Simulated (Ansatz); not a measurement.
## Te2Mo in Ansatz: the effect of functional

Te2Mo, a slab with vacuum:

```
CELL_PARAMETERS angstrom
3.60708 0.00000 0.00000
-1.80354 3.12383 0.00000
0.00000 0.00000 17.75466
ATOMIC_POSITIONS crystal
Te 0.33333 0.66667 0.10214
Te 0.33333 0.66667 0.89786
Mo 0.00000 0.00000 0.00000
```

The cell isn't the ideal one: volume scaled by 1.04.

Alike in all runs:

```yaml
Program: Ansatz 0.2.0
Task: single point
Potentials_or_basis: Ansatz PAW
k_mesh: 9 × 9 × 2
Occupations: fermi-dirac, width 0.05 eV
Spin: no spin polarisation
```

```csv
functional,cutoff,gap on the mesh (eV),largest force (eV/Å)
LDA,420 eV (not typed: the program's choice for these potentials),?,?
PBEsol,420 eV (not typed: the program's choice for these potentials),0.99,0.69
r2SCAN,500 eV (not typed: the program's choice for these potentials),1.06,0.54
```

Problem. What does the run with functional LDA give?

Solution. gap on the mesh 0.98 eV; largest force 0.92 eV/Å.

Caveats: odd divisions of the mesh miss points on the zone boundary, where band edges often lie, so the gap on the mesh can be too wide; spin-orbit coupling is left out, which moves the levels of the heavy elements; the PAW data sets come from PBE, with cores solved anew for the run's functional, which leaves a small shift of forces and pressure.

A k mesh can miss the band edges.
